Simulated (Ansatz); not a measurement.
# CdTe: pressure up to the limit of the methods, part 2 of 3

Aim: compress CdTe (rocksalt type) step by step, far beyond the usual range, and follow pressure and electronic structure. The runs shown use PAW. Its runs: cell relaxed at zero pressure (PAW); volume scaled by 1 (PAW); volume scaled by 0.95 (PAW); volume scaled by 0.85 (PAW); volume scaled by 0.75 (PAW); volume scaled by 0.65 (PAW); volume scaled by 0.55 (PAW); volume scaled by 0.45 (PAW); volume scaled by 0.4 (PAW and PAW (core large)).

Ansatz 0.2.0; DFT r²SCAN; a cell built from a prototype (rocksalt type), not taken from measurement. Earlier steps stand in the parts before.

**5. Volume scaled by 0.95, PAW**

input.yaml reads:

```yaml
crystal:
  lattice:
    - [0.0, 2.9900241571, 2.9900241571]
    - [2.9900241571, 0.0, 2.9900241571]
    - [2.9900241571, 2.9900241571, 0.0]
  atoms:
    - { symbol: Cd, position: [0.0, 0.0, 0.0] }
    - { symbol: Te, position: [0.5, 0.5, 0.5] }
kpoints:
  mp_grid: { grid: [13, 13, 13] }
scf:
  occupations: { method: fermi_dirac, width: 0.08 }
hamiltonian:
  xc: r2scan
  pseudopotentials: { kind: paw }
output:
  forces: true
  stress: true
  eigenvalues: true
  populations: true
  write_density: true
  write_potential: true
  elf: true
  volumetric_format: npy
```

Run with:

```sh
$ ansatz run input.yaml --threads 1 --pin off --max-ram 2048MiB --backend cpu --events-out ev --progress --plain --runs-dir out
```

Output (excerpt; [...] marks lines left out):

```text
[...]
Pseudopotentials: kind: paw
Pseudopotential: Cd, paw, valence charge 20, recommended cutoff 500 eV (meta_gga)
Pseudopotential: Te, paw, valence charge 16, recommended cutoff 500 eV (meta_gga)
Functional definition: r2SCAN
[...]
Crystal: 2 atoms, lattice volume = 53.463 Å³
Basis set: ecut = 500 eV, 1363 PW (Γ), exchange–correlation on 128×128×128 points (64 copies of the dense FFT grid, shifted against one another)
[...]
--- Stress (GPa, compression-positive) ---
        3.084659       0.000000       0.000000
        0.000000       3.084659      -0.000000
        0.000000      -0.000000       3.084659
  P = ⅓ Tr σ = 3.0847 GPa (30.847 kbar)
--- Band table (eV; the first three rows and the last of 84) ---
[... band rows left out ...]
[...]
--- Löwdin populations: 2 sites ---
  site symbol       q [e]
     0     Cd     18.8381
     1     Te     16.9673
  spilling = 0.005406 (of n_electrons = 36.000000)
```

It took 18 s on 1 thread of Arm Neoverse V1, shared host; peak memory 0.52 GiB.

In short: pressure 3.08 GPa; no gap.

The fields are shown in the conventional cell of this run's space group, carried over from its grid by interpolation.

Density in a lattice plane of the grid's cell (edges 5.98 and 5.98 Å, at 0.000 of the third edge), which holds Cd and Te.

Ten even steps from '0' (0.06 e/Å³) to '9' (26.50 e/Å³):
```
652000000013431000000025
210000000001110000000001
000000000000000000000000
000000000000000000000000
000000000000000000000000
000000000000000000000000
000000000000000000000000
110000000001210000000001
431000000025652000000013
652000000037973000000025
431000000025652000000013
110000000001210000000001
000000000000000000000000
000000000000000000000000
000000000000000000000000
000000000000000000000000
000000000000000000000000
210000000001110000000001
652000000013431000000025
973000000025652000000037
```
Columns run along the first of these edges and rows up along the second, over one cell in 24 and 20 even steps from the bottom left corner. Atoms in the plane (fractional): Cd at (0.00, 0.00), Cd at (0.50, 0.50), Te at (0.00, 0.50), Te at (0.50, 0.00).

ELF in the same plane.

Values, 12 rows by 12 columns:
```
0.59 0.44 0.17 0.41 0.61 0.35 0.12 0.35 0.61 0.41 0.17 0.44
0.23 0.17 0.13 0.23 0.61 0.61 0.57 0.61 0.61 0.23 0.13 0.17
0.44 0.41 0.23 0.08 0.23 0.41 0.44 0.41 0.23 0.08 0.23 0.41
0.57 0.61 0.61 0.23 0.13 0.17 0.23 0.17 0.13 0.23 0.61 0.61
0.12 0.35 0.61 0.41 0.17 0.44 0.59 0.44 0.17 0.41 0.61 0.35
0.33 0.12 0.57 0.44 0.23 0.59 0.92 0.59 0.23 0.44 0.57 0.12
0.12 0.35 0.61 0.41 0.17 0.44 0.59 0.44 0.17 0.41 0.61 0.35
0.57 0.61 0.61 0.23 0.13 0.17 0.23 0.17 0.13 0.23 0.61 0.61
0.44 0.41 0.23 0.08 0.23 0.41 0.44 0.41 0.23 0.08 0.23 0.41
0.23 0.17 0.13 0.23 0.61 0.61 0.57 0.61 0.61 0.23 0.13 0.17
0.59 0.44 0.17 0.41 0.61 0.35 0.12 0.35 0.61 0.41 0.17 0.44
0.92 0.59 0.23 0.44 0.57 0.12 0.33 0.12 0.57 0.44 0.23 0.59
```
Columns run along the first of these edges and rows up along the second, over one cell in 12 and 12 even steps from the bottom left corner. Atoms in the plane (fractional): Cd at (0.00, 0.00), Cd at (0.50, 0.50), Te at (0.00, 0.50), Te at (0.50, 0.00).

Both are smooth fields of the valence electrons: close to the nuclei they are not physical.

Outside the cores ELF peaks at 0.66 beside Te, off the lines to its neighbours, 1.3 Å from Te; 0.66 on the Te–Cd line, 1.3 Å from Te.

**6. Volume scaled by 0.85, PAW**

input.yaml reads:

```yaml
crystal:
  lattice:
    - [0.0, 2.8811982164, 2.8811982164]
    - [2.8811982164, 0.0, 2.8811982164]
    - [2.8811982164, 2.8811982164, 0.0]
  atoms:
    - { symbol: Cd, position: [0.0, 0.0, 0.0] }
    - { symbol: Te, position: [0.5, 0.5, 0.5] }
kpoints:
  mp_grid: { grid: [13, 13, 13] }
scf:
  occupations: { method: fermi_dirac, width: 0.08 }
hamiltonian:
  xc: r2scan
  pseudopotentials: { kind: paw }
output:
  forces: true
  stress: true
  eigenvalues: true
  populations: true
```

Run with:

```sh
$ ansatz run input.yaml --threads 1 --pin off --max-ram 2048MiB --backend cpu --events-out ev --progress --plain --runs-dir out
```

Output (excerpt; [...] marks lines left out):

```text
[...]
[... 4 set-up lines as earlier in the session ...]
[...]
Crystal: 2 atoms, lattice volume = 47.835 Å³
Basis set: ecut = 500 eV, 1243 PW (Γ), exchange–correlation on 120×120×120 points (64 copies of the dense FFT grid, shifted against one another)
[...]
--- Stress (GPa, compression-positive) ---
       12.748724      -0.000000      -0.000000
       -0.000000      12.748724       0.000000
       -0.000000       0.000000      12.748724
  P = ⅓ Tr σ = 12.7487 GPa (127.487 kbar)
--- Band table (eV; the first three rows and the last of 84) ---
[... band rows left out ...]
[...]
--- Löwdin populations: 2 sites ---
  site symbol       q [e]
     0     Cd     18.8166
     1     Te     16.9742
  spilling = 0.005812 (of n_electrons = 36.000000)
```

Run time: 13 s. Hardware: 1 thread of Arm Neoverse V1, shared host; peak memory 0.48 GiB.

This run gives: pressure 12.75 GPa; no gap.

**7. Volume scaled by 0.75, PAW**

input.yaml reads:

```yaml
crystal:
  lattice:
    - [0.0, 2.763464669, 2.763464669]
    - [2.763464669, 0.0, 2.763464669]
    - [2.763464669, 2.763464669, 0.0]
  atoms:
    - { symbol: Cd, position: [0.0, 0.0, 0.0] }
    - { symbol: Te, position: [0.5, 0.5, 0.5] }
kpoints:
  mp_grid: { grid: [13, 13, 13] }
  band_path:
    path:
      - [0.0, 0.0, 0.0]
      - [0.5, 0.0, 0.5]
      - [0.625, 0.25, 0.625]
      - [0.375, 0.375, 0.75]
      - [0.0, 0.0, 0.0]
      - [0.5, 0.5, 0.5]
      - [0.5, 0.25, 0.75]
      - [0.5, 0.0, 0.5]
    npoints: 8
scf:
  occupations: { method: fermi_dirac, width: 0.08 }
hamiltonian:
  xc: r2scan
  pseudopotentials: { kind: paw }
output:
  forces: true
  stress: true
  eigenvalues: true
  populations: true
  dos: { projected: true, de: 0.2, e_range: [-14, 8] }
```

Run with:

```sh
$ ansatz run input.yaml --threads 1 --pin off --max-ram 2048MiB --backend cpu --events-out ev --progress --plain --runs-dir out
```

Output (excerpt; [...] marks lines left out):

```text
[...]
[... 4 set-up lines as earlier in the session ...]
[...]
Crystal: 2 atoms, lattice volume = 42.208 Å³
Basis set: ecut = 500 eV, 1067 PW (Γ), exchange–correlation on 120×120×120 points (64 copies of the dense FFT grid, shifted against one another)
[...]
--- Stress (GPa, compression-positive) ---
       30.401484       0.000000       0.000000
        0.000000      30.401484       0.000000
       -0.000000      -0.000000      30.401484
  P = ⅓ Tr σ = 30.4015 GPa (304.015 kbar)
--- Band table (eV; the first three rows and the last of 84) ---
[... band rows left out ...]
[...]
--- Löwdin populations: 2 sites ---
  site symbol       q [e]
     0     Cd     18.7987
     1     Te     16.9723
  spilling = 0.006361 (of n_electrons = 36.000000)
```

It took 13 s on 1 thread of Arm Neoverse V1, shared host; peak memory 0.48 GiB.

This run gives: pressure 30.40 GPa; no gap.

**8. Volume scaled by 0.65, PAW**

input.yaml reads:

```yaml
crystal:
  lattice:
    - [0.0, 2.6347411085, 2.6347411085]
    - [2.6347411085, 0.0, 2.6347411085]
    - [2.6347411085, 2.6347411085, 0.0]
  atoms:
    - { symbol: Cd, position: [0.0, 0.0, 0.0] }
    - { symbol: Te, position: [0.5, 0.5, 0.5] }
kpoints:
  mp_grid: { grid: [13, 13, 13] }
scf:
  occupations: { method: fermi_dirac, width: 0.08 }
hamiltonian:
  xc: r2scan
  pseudopotentials: { kind: paw }
output:
  forces: true
  stress: true
  eigenvalues: true
  populations: true
```

Run with:

```sh
$ ansatz run input.yaml --threads 1 --pin off --max-ram 2048MiB --backend cpu --events-out ev --progress --plain --runs-dir out
```

Output (excerpt; [...] marks lines left out):

```text
[...]
[... 4 set-up lines as earlier in the session ...]
[...]
Crystal: 2 atoms, lattice volume = 36.580 Å³
Basis set: ecut = 500 eV, 941 PW (Γ), exchange–correlation on 120×120×120 points (64 copies of the dense FFT grid, shifted against one another)
[...]
--- Stress (GPa, compression-positive) ---
       63.934264       0.000000      -0.000000
        0.000000      63.934264       0.000000
       -0.000000       0.000000      63.934264
  P = ⅓ Tr σ = 63.9343 GPa (639.343 kbar)
--- Band table (eV; the first three rows and the last of 84) ---
[... band rows left out ...]
[...]
--- Löwdin populations: 2 sites ---
  site symbol       q [e]
     0     Cd     18.7855
     1     Te     16.9563
  spilling = 0.007172 (of n_electrons = 36.000000)
```

Run time: 9.3 s. Hardware: 1 thread of Arm Neoverse V1, shared host; peak memory 0.47 GiB.

Read from it: pressure 63.93 GPa; no gap.

**9. Volume scaled by 0.55, PAW**

Edit input.yaml of step 8 so:

```diff
@@ -2,5 +2,5 @@
   lattice:
-    - [0.0, 2.6347411085, 2.6347411085]
-    - [2.6347411085, 0.0, 2.6347411085]
-    - [2.6347411085, 2.6347411085, 0.0]
+    - [0.0, 2.492036459, 2.492036459]
+    - [2.492036459, 0.0, 2.492036459]
+    - [2.492036459, 2.492036459, 0.0]
   atoms:
```

Run with:

```sh
$ ansatz run input.yaml --threads 1 --pin off --max-ram 2048MiB --backend cpu --events-out ev --progress --plain --runs-dir out
```

Output (excerpt; [...] marks lines left out):

```text
[...]
[... 4 set-up lines as earlier in the session ...]
[...]
Crystal: 2 atoms, lattice volume = 30.952 Å³
Basis set: ecut = 500 eV, 749 PW (Γ), exchange–correlation on 108×108×108 points (64 copies of the dense FFT grid, shifted against one another)
[...]
--- Stress (GPa, compression-positive) ---
      132.150152       0.000000      -0.000000
       -0.000000     132.150152       0.000000
       -0.000000       0.000000     132.150152
  P = ⅓ Tr σ = 132.1502 GPa (1321.502 kbar)
--- Band table (eV; the first three rows and the last of 84) ---
[... band rows left out ...]
[...]
--- Löwdin populations: 2 sites ---
  site symbol       q [e]
     0     Cd     18.7664
     1     Te     16.9330
  spilling = 0.008349 (of n_electrons = 36.000000)
```

Wall time 8.5 s (1 thread of Arm Neoverse V1, shared host); peak memory 0.42 GiB.

Read from it: pressure 132.15 GPa; no gap.

**10. Volume scaled by 0.45, PAW**

input.yaml reads:

```yaml
crystal:
  lattice:
    - [0.0, 2.3307963712, 2.3307963712]
    - [2.3307963712, 0.0, 2.3307963712]
    - [2.3307963712, 2.3307963712, 0.0]
  atoms:
    - { symbol: Cd, position: [0.0, 0.0, 0.0] }
    - { symbol: Te, position: [0.5, 0.5, 0.5] }
kpoints:
  mp_grid: { grid: [13, 13, 13] }
  band_path:
    path:
      - [0.0, 0.0, 0.0]
      - [0.5, 0.0, 0.5]
      - [0.625, 0.25, 0.625]
      - [0.375, 0.375, 0.75]
      - [0.0, 0.0, 0.0]
      - [0.5, 0.5, 0.5]
      - [0.5, 0.25, 0.75]
      - [0.5, 0.0, 0.5]
    npoints: 8
scf:
  occupations: { method: fermi_dirac, width: 0.08 }
hamiltonian:
  xc: r2scan
  pseudopotentials: { kind: paw }
output:
  forces: true
  stress: true
  eigenvalues: true
  populations: true
  dos: { projected: true, de: 0.2, e_range: [-14, 8] }
```

Run with:

```sh
$ ansatz run input.yaml --threads 1 --pin off --max-ram 2048MiB --backend cpu --events-out ev --progress --plain --runs-dir out
```

Output (excerpt; [...] marks lines left out):

```text
[...]
[... 4 set-up lines as earlier in the session ...]
[...]
Crystal: 2 atoms, lattice volume = 25.325 Å³
Basis set: ecut = 500 eV, 645 PW (Γ), exchange–correlation on 100×100×100 points (64 copies of the dense FFT grid, shifted against one another)
[...]
--- Stress (GPa, compression-positive) ---
      284.741369      -0.000000       0.000000
        0.000000     284.741369      -0.000000
       -0.000000      -0.000000     284.741369
  P = ⅓ Tr σ = 284.7414 GPa (2847.414 kbar)
--- Band table (eV; the first three rows and the last of 84) ---
[... band rows left out ...]
[...]
--- Löwdin populations: 2 sites ---
  site symbol       q [e]
     0     Cd     18.7305
     1     Te     16.9061
  spilling = 0.010096 (of n_electrons = 36.000000)
```

Wall time 8.4 s (1 thread of Arm Neoverse V1, shared host); peak memory 0.4 GiB.

Result: pressure 284.74 GPa; no gap.

**11. Volume scaled by 0.4, PAW**

Edit input.yaml of step 10 so:

```diff
@@ -2,5 +2,5 @@
   lattice:
-    - [0.0, 2.3307963712, 2.3307963712]
-    - [2.3307963712, 0.0, 2.3307963712]
-    - [2.3307963712, 2.3307963712, 0.0]
+    - [0.0, 2.2410600432, 2.2410600432]
+    - [2.2410600432, 0.0, 2.2410600432]
+    - [2.2410600432, 2.2410600432, 0.0]
   atoms:
```

Run with:

```sh
$ ansatz run input.yaml --threads 1 --pin off --max-ram 2048MiB --backend cpu --events-out ev --progress --plain --runs-dir out
```

Output:

```text
[... 10 set-up lines as earlier in the session ...]
Crystal: 2 atoms, lattice volume = 22.511 Å³
Basis set: ecut = 500 eV, 537 PW (Γ), exchange–correlation on 96×96×96 points (64 copies of the dense FFT grid, shifted against one another)
Bands: 22, of which v1, the nominal top of the filled ones, is band 18 counted from 1 (17 counted from 0)
[... 1 set-up line as earlier in the session ...]
Space group: Fm-3m (ITA 225), of the structure as read, at distance tolerance 2.8e-5 Å
k-points: 84 of 2197
[... 10 set-up lines as earlier in the session ...]
SCF iter   1: F=—  HF=-15244.552304 eV  |F-HF|=—  |Δ(HF+E_count)|=         —  Δρ=1.49e-2  dr2=3.65e-2  dr2_τ=1.36e-1  ethr=1.77e-3  ⟨swp⟩=5.5  Hψ=8054  notcnv=0
preconditioner: auto → Kerker (q_TF=auto, 2.950 Å⁻¹)  [metal: Δε(μ)=0.041 eV  Ē_g=18.974 eV  σ=0.080 eV  W_gap=0.13  n_scr=14 (ndim 8)  ℏωp=33.2 eV  f_vac=0.000  D(μ)=0.38/eV (n_scr^D=0)]
SCF iter   2: F=—  HF=-15244.771430 eV  |F-HF|=—  |Δ(HF+E_count)|=   2.19e-1  Δρ=1.14e-2  dr2=2.31e-2  dr2_τ=4.99e-4  ethr=1.01e-4  ⟨swp⟩=2.0  Hψ=3612  notcnv=0
SCF iter   3: F=—  HF=-15244.781920 eV  |F-HF|=—  |Δ(HF+E_count)|=   1.05e-2  Δρ=2.71e-3  dr2=1.61e-3  dr2_τ=1.09e-4  ethr=6.43e-5  ⟨swp⟩=2.0  Hψ=2940  notcnv=0
SCF iter   4: F=—  HF=-15244.782383 eV  |F-HF|=—  |Δ(HF+E_count)|=   4.63e-4  Δρ=8.65e-4  dr2=1.32e-4  dr2_τ=9.11e-6  ethr=4.47e-6  ⟨swp⟩=2.0  Hψ=2610  notcnv=0
SCF iter   5: F=—  HF=-15244.782424 eV  |F-HF|=—  |Δ(HF+E_count)|=   4.05e-5  Δρ=1.96e-4  dr2=3.48e-6  dr2_τ=8.92e-7  ethr=3.66e-7  ⟨swp⟩=2.0  Hψ=2607  notcnv=0
SCF iter   6: F=—  HF=-15244.782424 eV  |F-HF|=—  |Δ(HF+E_count)|=   2.48e-7  Δρ=7.35e-5  dr2=4.81e-7  dr2_τ=6.73e-8  ethr=9.67e-9  ⟨swp⟩=2.0  Hψ=3029  notcnv=0
SCF iter   7: F=-15244.782425 eV  HF=-15244.782425 eV  |F-HF|=1.86e-8  |Δ(HF+E_count)|=   4.70e-7  Δρ=1.49e-5  dr2=2.77e-8  dr2_τ=9.31e-10  ethr=2.78e-10  ⟨swp⟩=5.5  Hψ=7647  notcnv=0
SCF 1 converged in 7 iterations: F = -15244.782425 eV  dr2 = 2.77e-8
NSCF: frozen V_eff on 57 k-points
SCF converged after 7 iterations
Free energy (F): -15244.782425 eV
Harris-Foulkes:  -15244.782425 eV  (|F-HF|=1.86e-8)
Internal energy: -15244.775294 eV  (E = F + TS)
E sigma→0 (E₀):  -15244.778859 eV
Entropy (-TS):   -0.007130 eV (-3.565 meV/atom)
Fermi energy:    35.891626 eV
--- Per-component energies (eV) ---
  E_band       = -24.044958
  E_kinetic    = 742.262522
  E_local      = -2149.444766  (includes V_loc(G=0)·N_el)
  E_nonlocal   = -271.684468
  E_hartree    = 1483.473690
  E_xc         = -305.581073
  E_vxc        = -390.149875  (∫ρ·V_xc dr)
  E_paw        = -8791.861685  (= ΣΔE_a)
  E_vpaw       = -948.017821  (= ΣTr[D̂ρ^β])
  E_aug_tail   = -0.000027  (compensation charges beyond the density's cutoff)
  E_vtau       = 26.040001  (kinetic-family band-sum trace: ∫τ·v_τ [+ j·A + Jᵃ·Aᵃ] dr)
  E_ewald      = -5951.659572
  E_core_change = -0.279915  (= ΣΔE_core)
  E_smearing   = -0.007130  (= −TS)
  E_closure    = 0.000000  (closes the sum)
  Σ components = -15244.782425   (vs F -15244.782425, Δ=0.00e0)
--- Forces (eV/Å), atoms counted from 1 ---
  atom   1  Cd    -0.00000000     0.00000000     0.00000000
  atom   2  Te     0.00000000    -0.00000000     0.00000000
  max |Σ_I F_I| component: 6.05e-30 eV/Å
--- Stress (GPa, compression-positive) ---
      431.373849      -0.000000      -0.000000
       -0.000000     431.373849      -0.000000
        0.000000      -0.000000     431.373849
  P = ⅓ Tr σ = 431.3738 GPa (4313.738 kbar)
--- Band table (eV; the first three rows and the last of 84) ---
  k-point 0: bands = ["-75.5751", "-35.8415", "-35.8415", "-35.8415", "-6.2668", "-6.2668", "-6.0861", "-6.0861", "-6.0861", "11.6524", "19.8151", "19.8151", "19.8151", "20.1017", "20.1017", "33.1482", "33.1482", "33.1482", "38.2192", "43.3591", "43.3591", "43.3591"]
  k-point 1: bands = ["-75.5750", "-35.8444", "-35.8424", "-35.8424", "-6.2593", "-6.2593", "-6.0837", "-6.0811", "-6.0811", "11.8097", "19.7587", "19.8196", "19.8196", "20.0230", "20.0230", "32.4005", "33.3181", "33.3181", "38.1802", "43.0036", "43.1422", "43.1422"]
  k-point 2: bands = ["-75.5745", "-35.8524", "-35.8448", "-35.8448", "-6.2387", "-6.2387", "-6.0770", "-6.0668", "-6.0668", "12.2763", "19.5963", "19.6301", "19.6301", "20.0212", "20.0212", "30.5980", "33.7791", "33.7791", "38.1095", "42.2719", "42.2719", "42.3834"]
  k-point 83: bands = ["-75.5704", "-35.8744", "-35.8701", "-35.8653", "-6.2321", "-6.1462", "-6.0476", "-6.0220", "-5.9392", "15.4287", "18.9265", "19.1639", "19.2964", "20.9755", "23.9172", "25.3018", "26.1028", "26.9242", "41.0287", "41.3391", "41.5745", "43.7538"]
--- Löwdin populations: 2 sites ---
  site symbol       q [e]
     0     Cd     18.7021
     1     Te     16.8875
  spilling = 0.011400 (of n_electrons = 36.000000)
```

Run time: 7.3 s. Hardware: 1 thread of Arm Neoverse V1, shared host; peak memory 0.39 GiB.

This run gives: pressure 431.37 GPa; no gap.

At the corners of the path (eV, zero at the Fermi level):

```csv
point,band 15,band 16,band 17,band 18,band 19,band 20,band 21
Γ,-15.79,-2.74,-2.74,-2.74,2.33,7.47,7.47
X,-14.50,-10.03,-8.52,-8.52,-1.08,1.66,9.83
U,-12.28,-11.93,-9.86,-6.06,0.41,5.52,8.99
K,-12.28,-11.93,-9.86,-6.06,0.41,5.52,8.99
Γ,-15.79,-2.74,-2.74,-2.74,2.33,7.47,7.47
L,-15.33,-12.47,0.57,0.57,0.74,1.81,1.81
W,-10.98,-10.98,-10.13,-9.49,5.62,5.62,6.28
X,-14.50,-10.03,-8.52,-8.52,-1.08,1.66,9.83
```

States per cell in windows of 1 eV (zero at the Fermi level; grid of 0.20 eV, so sharp peaks spill over the borders):

```csv
from,to,total,Te 5p,Cd 5s,Cd 4d,Te 5s
-10,-9,0.54,0.23,0.06,0.12,0.10
-9,-8,0.65,0.35,0.07,0.11,0.10
-8,-7,0.62,0.39,0.04,0.08,0.07
-7,-6,0.59,0.39,0.03,0.07,0.05
-6,-5,0.55,0.38,0.03,0.06,0.04
-5,-4,0.50,0.36,0.02,0.05,0.03
-4,-3,0.46,0.33,0.02,0.04,0.02
-3,-2,0.39,0.28,0.01,0.04,0.02
-2,-1,0.34,0.25,0.01,0.03,0.01
-1,0,0.35,0.21,0.04,0.03,0.02
0,1,0.32,0.07,0.11,0.01,0.04
1,2,0.78,0.07,0.15,0.01,0.03
2,3,0.99,0.07,0.08,0.01,0.02
3,4,0.81,0.08,0.05,0.01,0.01
4,5,0.77,0.09,0.06,0.01,0.01
```

(Part 2 of 3 ends here.)
